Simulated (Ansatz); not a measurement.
An Ansatz input:

```yaml
crystal:
  lattice:
    - [-3.8478625909, 3.8218635285, 1.5772157236]
    - [3.8218635285, -3.8478625909, 1.5772157236]
    - [2.1303547008, 2.1303547008, -1.624833054]
  atoms:
    - { symbol: In, position: [0.9993221845, 0.0006778155, 1.0] }
    - { symbol: In, position: [0.7506778155, 0.2493221845, 0.5] }
hamiltonian:
  xc: pbesol
  pseudopotentials:
    kind: paw
    azcp:
      In: "pseudopotentials/In.paw.azcp"
basis:
  ecutwfc: 420
  fft_grid_basis: typed
kpoints:
  mp_grid: { grid: [19, 19, 17], shift: [0, 0, 0] }
magnetization:
  spin_polarized: false
scf:
  occupations: { method: fermi_dirac, width: 0.1 }
output:
  write_density: true
  write_potential: true
  elf: true
  volumetric_format: npy
```

Output

```
Warning: the record states the generating functional pbe (its physics header spells it `PBE`), which answers neither for hamiltonian.xc's functional nor for the pbesol family's — results may be inconsistent (PPs are generated against a specific XC)
Engine: ansatz 0.2.0, x86_64-unknown-linux-gnu
Pseudopotentials: kind: paw
Pseudopotential: In, paw, valence charge 13, recommended cutoff 420 eV (normal) 
Functional definition: PBEsol
  exchange = pbesol_x
  correlation = pbesol_c
Crystal: 2 atoms, lattice volume = 51.217 Å³
Basis set: ecut = 420 eV, 1005 PW (Γ)
Bands: 17, of which v1, the nominal top of the filled ones, is band 13 counted from 1 (12 counted from 0)
Symmetry: 4 space group operations
Space group: C2/c (ITA 15), of the structure as read, at distance tolerance 3.7e-5 Å
k-points: 1620 of 6137
Non-local potential: In, projectors of the file, l = 0: 2, l = 1: 2, l = 2: 2, l = 3: 2
PAW form: soft (Blöchl's): semilocal exchange-correlation on the pseudo side does not see the compensation charge
PAW frozen core: In, regenerated for the run's functional, and the local potential with it (the file was generated under x = pbe(κ = 0.804, μ = 0.2195149727645171), c = pbe(β = 0.06672455060314922))
PAW one-centre angular grid: In, 590 points (default); XC on 64 Gauss nodes
Initial density: superposition of atomic densities (neutral atoms: chi_scale 0, normalization atom), corrected by the library's trained network
Initial wavefunctions: pseudopotential atomic-orbital guess
Functional: x = pbesol(κ = 0.804, μ = 0.12345679012345678), c = pbesol(β = 0.046)
SCF iter   1: F=—  HF=-11050.821473 eV  |F-HF|=—  |Δ(HF+E_count)|=         —  Δρ=3.11e-3  dr2=4.42e-3  ethr=1.77e-3  ⟨swp⟩=5.6  Hψ=134092  notcnv=0
SCF iter   2: F=—  HF=-11050.817571 eV  |F-HF|=—  |Δ(HF+E_count)|=   3.90e-3  Δρ=1.36e-3  dr2=1.01e-3  ethr=1.70e-5  ⟨swp⟩=2.0  Hψ=59583  notcnv=0
SCF iter   3: F=—  HF=-11050.817146 eV  |F-HF|=—  |Δ(HF+E_count)|=   4.25e-4  Δρ=3.79e-4  dr2=3.88e-5  ethr=3.87e-6  ⟨swp⟩=2.0  Hψ=48163  notcnv=0
SCF iter   4: F=—  HF=-11050.817149 eV  |F-HF|=—  |Δ(HF+E_count)|=   3.36e-6  Δρ=2.77e-4  dr2=3.24e-5  ethr=1.49e-7  ⟨swp⟩=2.0  Hψ=48465  notcnv=0
SCF iter   5: F=—  HF=-11050.817134 eV  |F-HF|=—  |Δ(HF+E_count)|=   1.55e-5  Δρ=5.86e-5  dr2=1.69e-6  ethr=1.25e-7  ⟨swp⟩=2.0  Hψ=43902  notcnv=0
SCF iter   6: F=-11050.817133 eV  HF=-11050.817133 eV  |F-HF|=1.07e-8  |Δ(HF+E_count)|=   8.33e-7  Δρ=5.33e-6  dr2=2.09e-8  ethr=3.85e-10  ⟨swp⟩=3.0  Hψ=106300  notcnv=0
SCF 1 converged in 6 iterations: F = -11050.817133 eV  dr2 = 2.09e-8
SCF converged after 6 iterations
Free energy (F): -11050.817133 eV
Harris-Foulkes:  -11050.817133 eV  (|F-HF|=1.07e-8)
Internal energy: -11050.787288 eV  (E = F + TS)
E sigma→0 (E₀):  -11050.802210 eV
Entropy (-TS):   -0.029845 eV (-14.923 meV/atom)
Fermi energy:    10.349468 eV
--- Per-component energies (eV) ---
  E_band       = -42.926862
  E_kinetic    = 483.889082
  E_local      = -2130.743821  (includes V_loc(G=0)·N_el)
  E_nonlocal   = 734.742896
  E_hartree    = 833.917127
  E_xc         = -428.467274
  E_vxc        = -201.329712  (∫ρ·V_xc dr)
  E_paw        = -8162.873555  (= ΣΔE_a)
  E_vpaw       = -597.326048  (= ΣTr[D̂ρ^β])
  E_aug_tail   = 0.000051  (compensation charges beyond the density's cutoff)
  E_ewald      = -2381.723598
  E_core_change = 0.471805  (= ΣΔE_core)
  E_smearing   = -0.029845  (= −TS)
  E_closure    = -0.000000  (closes the sum)
  Σ components = -11050.817133   (vs F -11050.817133, Δ=0.00e0)
--- Band table (eV; the first three rows and the last of 1620) ---
  k-point 0: bands = ["-4.3352", "-4.2951", "-4.2580", "-4.1738", "-4.1461", "-4.0784", "-4.0772", "-3.9574", "-3.9463", "-3.8396", "0.6671", "5.9708", "6.8771", "17.3222", "20.9051", "20.9052", "20.9850"]
  k-point 1: bands = ["-4.3371", "-4.2897", "-4.2587", "-4.1769", "-4.1401", "-4.0711", "-4.0711", "-3.9566", "-3.9459", "-3.8497", "0.7300", "6.0216", "6.9529", "16.4952", "20.4876", "20.5988", "20.9844"]
  k-point 2: bands = ["-4.3432", "-4.2894", "-4.2457", "-4.1852", "-4.1232", "-4.0536", "-4.0503", "-3.9541", "-3.9447", "-3.8783", "0.9193", "6.1747", "7.1783", "14.9384", "19.5964", "19.6932", "20.0045"]
  k-point 1619: bands = ["-4.4112", "-4.4099", "-4.3138", "-4.3130", "-3.9810", "-3.9789", "-3.8692", "-3.8642", "-3.8271", "-3.8227", "6.0200", "6.2774", "7.3113", "7.5675", "16.1484", "16.3726", "17.0238"]
```
